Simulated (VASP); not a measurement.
# Pt (Im-3m) in VASP: settings compared

One crystal, Pt, is run at these levels: TB-mBJ, r2SCAN; tasks: band structure, equation of state.

Program: VASP 6.6.1. These are calculated values, not measurements. Logs are shortened: lines on timing, memory, paths and dates and some standing lists are left out, and cuts for length are marked.

## 1. The crystal as given

The structure is cubic, space group Im-3m (No. 229). Conventional cell: a = 3.168 Å, b = 3.168 Å, c = 3.168 Å, α = 90.00°, β = 90.00°, γ = 90.00°. Pt (site symmetry m-3m) is surrounded by 8 Pt at 2.74 Å.

This isn't the form of Pt at room conditions, which is fcc.

## 2. Band structure, TB-mBJ

POSCAR reads:

```
Pt
1.0
   -1.5842200000      1.5842200000      1.5842200000
    1.5842200000     -1.5842200000      1.5842200000
    1.5842200000      1.5842200000     -1.5842200000
Pt
1
Direct
    0.0000000000      0.0000000000      0.0000000000
```

INCAR.step1 reads:

```
  PREC = Accurate
  ENCUT = 520
  EDIFF = 1E-5
  ISMEAR = -1
  SIGMA = 0.05
  LREAL = False
  LASPH = True
  NELM = 60
  ALGO = Normal
  ISIF = 2
  LWAVE = True
  LCHARG = False
  LMAXMIX = 4
  GGA = PE
```

INCAR.step2 reads:

```
  PREC = Accurate
  ENCUT = 520
  EDIFF = 1E-6
  ISMEAR = -1
  SIGMA = 0.05
  LREAL = False
  LASPH = True
  NELM = 60
  ALGO = Normal
  ISIF = 2
  LWAVE = False
  LCHARG = False
  LMAXMIX = 4
  METAGGA = MBJ
  ISTART = 1
```

KPOINTS reads:

```
regular mesh
0
Gamma
  12 12 12
```

KPOINTS_OPT reads:

```
path GHNGPH,PN
20
line-mode
reciprocal
 0.0000000000  0.0000000000  0.0000000000  G
 0.5000000000 -0.5000000000  0.5000000000  H

 0.5000000000 -0.5000000000  0.5000000000  H
 0.0000000000  0.0000000000  0.5000000000  N

 0.0000000000  0.0000000000  0.5000000000  N
 0.0000000000  0.0000000000  0.0000000000  G

 0.0000000000  0.0000000000  0.0000000000  G
 0.2500000000  0.2500000000  0.2500000000  P

 0.2500000000  0.2500000000  0.2500000000  P
 0.5000000000 -0.5000000000  0.5000000000  H

 0.2500000000  0.2500000000  0.2500000000  P
 0.0000000000  0.0000000000  0.5000000000  N
```

Potentials or basis: VASP PAW PBE potentials, release 64 (Pt).

Started as:

```console
$ cat potpaw_PBE.64/Pt/POTCAR > POTCAR
$ cp INCAR.step1 INCAR
$ mpirun -np 1 vasp_std > vasp.out
$ cp INCAR.step2 INCAR
$ mpirun -np 1 vasp_std > vasp.out
```

OUTCAR:

```text
PREC = Accurate
   ENCUT = 520
   EDIFF = 1E-6
   ISMEAR = -1
   LREAL = False
   LASPH = True
   NELM = 60
   ISIF = 2
   METAGGA = MBJ
   ISTART = 1

 ion  position               nearest neighbor table
   1  0.000  0.000  0.000-

  LATTYP: Found a body centered cubic cell.
 ALAT       =     3.1684400000

  Lattice vectors:

 A1 = (  -1.5842200000,   1.5842200000,   1.5842200000)
 A2 = (   1.5842200000,  -1.5842200000,   1.5842200000)
 A3 = (   1.5842200000,   1.5842200000,  -1.5842200000)

Analysis of symmetry for initial positions (statically):
=====================================================================
 Subroutine PRICEL returns:
 Original cell was already a primitive cell.

 Routine SETGRP: Setting up the symmetry group for a
 body centered cubic supercell.

 Subroutine GETGRP returns: Found 48 space group operations
 (whereof 48 operations were pure point group operations)
 out of a pool of 48 trial point group operations.

The static configuration has the point symmetry O_h .

Analysis of symmetry for dynamics (positions and initial velocities):
=====================================================================
 Subroutine PRICEL returns:
 Original cell was already a primitive cell.

 Routine SETGRP: Setting up the symmetry group for a
 body centered cubic supercell.

 Subroutine GETGRP returns: Found 48 space group operations
 (whereof 48 operations were pure point group operations)
 out of a pool of 48 trial point group operations.

The dynamic configuration has the point symmetry O_h .

 Subroutine INISYM returns: Found 48 space group operations
 (whereof 48 operations are pure point group operations),
 and found     1 'primitive' translations

----------------------------------------------------------------------------------------

                                     Primitive cell

  volume of cell :      15.9040

  direct lattice vectors                    reciprocal lattice vectors
    -1.584220000  1.584220000  1.584220000     0.000000000  0.315612731  0.315612731
     1.584220000 -1.584220000  1.584220000     0.315612731  0.000000000  0.315612731
     1.584220000  1.584220000 -1.584220000     0.315612731  0.315612731  0.000000000

  length of vectors
     2.743949530  2.743949530  2.743949530     0.446343804  0.446343804  0.446343804

  position of ions in fractional coordinates (direct lattice)
     0.000000000  0.000000000  0.000000000

  ion indices of the primitive-cell ions
   primitive index   ion index
                 1           1

----------------------------------------------------------------------------------------

 KPOINTS: regular mesh

Automatic generation of k-mesh.
 Grid dimensions read from file:
 generate k-points for:   12   12   12

 Generating k-lattice:

  Cartesian coordinates                     Fractional coordinates (reciprocal lattice)
     0.000000000  0.026301061  0.026301061     0.083333333  0.000000000  0.000000000
     0.026301061  0.000000000  0.026301061     0.000000000  0.083333333  0.000000000
     0.026301061  0.026301061  0.000000000     0.000000000  0.000000000  0.083333333

  Length of vectors
     0.037195317  0.037195317  0.037195317

  Shift w.r.t. Gamma in fractional coordinates (k-lattice)
     0.000000000  0.000000000  0.000000000

 Subroutine IBZKPT returns following result:
 ===========================================

 Found     72 irreducible k-points:

 Following reciprocal coordinates:
            Coordinates               Weight
  0.000000  0.000000  0.000000      1.000000
  0.083333  0.000000  0.000000     12.000000
  0.166667  0.000000  0.000000     12.000000
  0.250000  0.000000  0.000000     12.000000
  0.333333  0.000000  0.000000     12.000000
  0.416667  0.000000  0.000000     12.000000
[... 16 lines left out ...]
  0.333333  0.083333  0.083333     24.000000
  0.416667  0.083333  0.083333     12.000000
 [... further k-points ...]
   k-points           NKPTS =     72   k-points in BZ     NKDIM =     72   number of bands    NBANDS=      9
   number of dos      NEDOS =    301   number of ions     NIONS =      1
   total plane-waves  NPLWV =   8000
   dimension x,y,z NGX =    20 NGY =   20 NGZ =   20
   dimension x,y,z NGXF=    40 NGYF=   40 NGZF=   40
   ions per type =               1
   NGX,Y,Z   is equivalent  to a cutoff of  12.12, 12.12, 12.12 a.u.
   NGXF,Y,Z  is equivalent  to a cutoff of  24.23, 24.23, 24.23 a.u.
 SYSTEM =  unknown system
   PREC   = accura    normal or accurate (medium, high low for compatibility)
   ISTART =      1    job   : 0-new  1-cont  2-samecut
   ICHARG =      0    charge: 1-file 2-atom 10-const
   ISPIN  =      1    spin polarized calculation?
   LNONCOLLINEAR =      F non collinear calculations
   LSORBIT =      F    spin-orbit coupling
   LASPH  =      T    aspherical Exc in radial PAW
   ENCUT  =  520.0 eV  38.22 Ry    6.18 a.u.   5.10  5.10  5.10*2*pi/ulx,y,z
   NELM   =     60;   NELMIN=  2; NELMDL=  0     # of ELM steps
   EDIFF  = 0.1E-05   stopping-criterion for ELM
   LREAL  =      F    real-space projection
   EDIFFG = 0.1E-04   stopping-criterion for IOM
   NSW    =      0    number of steps for IOM
   IBRION =     -1    ionic relax: 0-MD 1-quasi-New 2-CG
   NFREE  =      0    steps in history (QN), initial steepest desc. (CG)
   ISIF   =      2    stress and relaxation
   ISYM   =      2    0-nonsym 1-usesym 2-fastsym
   POTIM  = 0.5000    time-step for ionic-motion
   TEBEG  =    0.0;   TEEND  =   0.0 temperature during run
   PSTRESS=    0.0 pullay stress
   NELECT =      10.0000    total number of electrons
   NUPDOWN=      -1.0000    fix difference up-down
   EMIN   =  10.00;   EMAX   =-10.00  energy-range for DOS
   EFERMI =   0.00;   METHOD = LEGACY
   ISMEAR =    -1;   SIGMA  =   0.05  broadening in eV -4-tet -1-fermi 0-gaus
   EFERMI_NEDOS =   21; number of points for ismear=-14 and -15
   IALGO  =     38    algorithm
   IMIX   =      4    mixing-type and parameters
     AMIX     =   0.40;   BMIX     =  1.00
     AMIX_MAG =   1.60;   BMIX_MAG =  1.00
  volume/ion in A,a.u.               =      15.90       107.33
  Fermi-wavevector in a.u.,A,eV,Ry     =   1.402510  2.650360 26.763132  1.967035
  Thomas-Fermi vector in A             =   2.525265
   LORBIT       =      0    0 simple, 1 ext, 2 COOP (PROOUT), +10 PAW based schemes
   METAGGA = MBJ    functional components
   LHFCALC =     F    Hartree Fock is set to
   AEXX    =    0.0000 exact exchange contribution
   IVDW    =     0    specifies the selected vdW correction
   LEPSILON=     F    determine dielectric tensor
   LRPA    =     F    only Hartree local field effects (RPA)
 non-spin polarized calculation
  energy-cutoff  :      520.00
  volume of cell :       15.90
 maximum number of plane-waves:       442
   NGX = 11   NGY = 11   NGZ = 11

 number of electron      10.0000000 magnetization

 Free energy of the ion-electron system (eV)
  ---------------------------------------------------
  ext. energy  EPLUGINS =         0.00000000
  ---------------------------------------------------
  free energy    TOTEN  =       978.86452235 eV

  energy without entropy =      978.87091685  energy(sigma->0) =      978.86771960

 E-fermi :  10.5860     XC(G=0): -12.0897

 val. band max:       10.5484301101   @ k =   0.5000   0.5000   0.4167
 cond. band min:      10.6220217501   @ k =  -0.4167  -0.4167   0.1667
 fundamental gap:      0.0735916400
 Fermi energy:        10.5859503740

 k-point     1 :       0.0000    0.0000    0.0000
  band No.  band energies     occupation
      1       1.6069      2.00000
      2       7.2650      2.00000
      3       7.2650      2.00000
      4       7.2650      2.00000
      5       9.4880      2.00000
      6       9.4880      2.00000
      7      28.2361      0.00000
      8      28.2361      0.00000
      9      28.2361      0.00000

 k-point     2 :       0.0833    0.0000    0.0000
  band No.  band energies     occupation
      1       1.8866      2.00000
      2       7.1601      2.00000
      3       7.2664      2.00000
      4       7.4861      2.00000
      5       9.3619      2.00000
      6       9.4960      2.00000
      7      28.3427      0.00000
      8      28.3961      0.00000
      9      28.6398      0.00000

 k-point     3 :       0.1667    0.0000    0.0000
  band No.  band energies     occupation
      1       2.6640      2.00000
      2       6.8845      2.00000
      3       7.2491      2.00000
      4       8.1250      2.00000
      5       9.1491      2.00000
      6       9.5262      2.00000
      7      27.9650      0.00000
      8      28.2046      0.00000
      9      29.7870      0.00000

 k-point     4 :       0.2500    0.0000    0.0000
  band No.  band energies     occupation
      1       3.6661      2.00000
      2       6.5313      2.00000
      3       7.3568      2.00000
      4       9.1007      2.00000
      5       9.1221      2.00000
      6       9.5875      2.00000
      7      25.3890      0.00000
      8      27.1070      0.00000
      9      31.4961      0.00000
[... 205 lines left out ...]
 k-point    22 :       0.2500    0.0833    0.0833
  band No.  band energies     occupation
      1       4.8041      2.00000
      2       6.1614      2.00000
      3       7.2739      2.00000
      4       9.3597      2.00000
      5       9.6769      2.00000
      6      11.5452      0.00000
      7      21.7923      0.00000
      8      25.4342      0.00000
      9      26.5658      0.00000

 k-point    23 :       0.3333    0.0833    0.0833
  band No.  band energies     occupation
      1       4.8311      2.00000
      2       5.9680      2.00000
      3       8.5483      2.00000
      4       9.4789      2.00000
      5       9.7705      2.00000
      6      13.1078      0.00000
      7      18.5420      0.00000
      8      24.5160      0.00000
      9      25.4379      0.00000

 k-point    24 :       0.4167    0.0833    0.0833
  band No.  band energies     occupation
      1       4.7813      2.00000
      2       5.9012      2.00000
      3       9.2857      2.00000
      4       9.4945      2.00000
      5       9.8040      2.00000
      6      14.2233      0.00000
      7      16.7270      0.00000
      8      24.1897      0.00000
      9      24.9472      0.00000

 [... further k-points ...]

------------------------ aborting loop because EDIFF is reached ----------------------------------------

  FORCE on cell =-STRESS in cart. coord.  units (eV):
  Direction    XX          YY          ZZ          XY          YZ          ZX
  --------------------------------------------------------------------------------------
  -------------------------------------------------------------------------------------
  Total       14.0115419     14.0115419     14.0115419      0.0000000      0.0000000     -0.0000000
  in kB     1411.5297769   1411.5297769   1411.5297769      0.0000000      0.0000000     -0.0000000
  external PRESSURE =    1411.5297769 kB  Pullay stress =       0.0000000 kB

 VOLUME and BASIS-vectors are now :
 -----------------------------------------------------------------------------
  energy-cutoff  :      520.00
  volume of cell :       15.90
      direct lattice vectors                 reciprocal lattice vectors
    -1.584220000  1.584220000  1.584220000     0.000000000  0.315612731  0.315612731
     1.584220000 -1.584220000  1.584220000     0.315612731  0.000000000  0.315612731
     1.584220000  1.584220000 -1.584220000     0.315612731  0.315612731  0.000000000

 POSITION                                       TOTAL-FORCE (eV/Angst)
 -----------------------------------------------------------------------------------
      0.00000      0.00000      0.00000         0.000000     -0.000000      0.000000
 -----------------------------------------------------------------------------------
    total drift:                                0.000000     -0.000000      0.000000

  FREE ENERGIE OF THE ION-ELECTRON SYSTEM (eV)
  ---------------------------------------------------
  free  energy   TOTEN  =       978.8645223502 eV

  energy  without entropy=      978.8709168470  energy(sigma->0) =      978.86771960
```

It took 26 s on 1 thread of Intel Xeon 6975P-C (Granite Rapids), shared host; peak memory 0.13 GiB.

What came out:

```yaml
Band_gap_along_the_path: none (metal or under the smearing width)
```

Levels at the corners of the path, in eV from the Fermi level:
| point | band 1 | band 2 | band 3 | band 4 | band 5 | band 6 | band 7 | band 8 | band 9 |
| --- | --- | --- | --- | --- | --- | --- | --- | --- | --- |
| Γ | -8.98 | -3.32 | -3.32 | -3.32 | -1.10 | -1.10 | 17.65 | 17.65 | 17.65 |
| H | -5.93 | -5.93 | 0.57 | 0.57 | 0.57 | 8.22 | 8.22 | 8.22 | 12.91 |
| H | -5.93 | -5.93 | 0.57 | 0.57 | 0.57 | 8.22 | 8.22 | 8.22 | 12.91 |
| N | -6.27 | -4.70 | -1.21 | -0.80 | 0.80 | 1.08 | 6.45 | 13.76 | 16.39 |
| N | -6.27 | -4.70 | -1.21 | -0.80 | 0.80 | 1.08 | 6.45 | 13.76 | 16.39 |
| Γ | -8.98 | -3.32 | -3.32 | -3.32 | -1.10 | -1.10 | 17.65 | 17.65 | 17.65 |
| Γ | -8.98 | -3.32 | -3.32 | -3.32 | -1.10 | -1.10 | 17.65 | 17.65 | 17.65 |
| P | -4.02 | -4.02 | -4.02 | -0.74 | -0.74 | 5.15 | 9.70 | 9.70 | 9.70 |
| P | -4.02 | -4.02 | -4.02 | -0.74 | -0.74 | 5.15 | 9.70 | 9.70 | 9.70 |
| H | -5.93 | -5.93 | 0.57 | 0.57 | 0.57 | 8.22 | 8.22 | 8.22 | 12.91 |
| P | -4.02 | -4.02 | -4.02 | -0.74 | -0.74 | 5.15 | 9.70 | 9.70 | 9.70 |
| N | -6.27 | -4.70 | -1.21 | -0.80 | 0.80 | 1.08 | 6.45 | 13.76 | 16.39 |

Caveat: the PAW data sets were made with another functional, which shifts forces and pressure a little; spin-orbit coupling is left out, which moves the levels of the heavy elements.

[end of part 1 of 2]
